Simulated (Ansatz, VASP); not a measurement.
One calculation of TiCo, two programs

```
Ti Co
1.0
     2.98559    0.00000    0.00000
     0.00000    2.98559    0.00000
     0.00000    0.00000    2.98559
Ti Co
1 1
Direct
  0.00000 0.00000 0.00000
  0.50000 0.50000 0.50000
```

Alike in both runs: functional PBE; k mesh 14 × 14 × 14; occupations gaussian, width 0.1 eV; collinear spin.

Ansatz relaxed the structure, and its values are those at the end. VASP's run is a single point on that final structure, the one shown.

|  | VASP | Ansatz |
| --- | --- | --- |
| version | VASP 6.6.1 | Ansatz 0.2.0 |
| potentials or method | VASP PAW PBE potentials, release 64 (Ti_sv, Co) | scalar-relativistic, plane waves, PAW |
| plane-wave cutoff (eV) | 520 | 420 |
| valence electrons in the cell | 21 | 29 |

```csv
,VASP,Ansatz,Ansatz less VASP
gap on the k mesh at the Fermi level (eV),none,none,-
pressure (GPa),-0.5,0.0,+0.50
net moment per atom (μB),0.44,0.44,+0.006
size of the moment on the site where the two differ most (μB),0.95,0.99,+0.034
```

Site moments also hang on the region over which each program counts them. A gap of «none» marks a metal or a gap that the smearing closes. The two sets of potentials don't hold the same shells in valence.
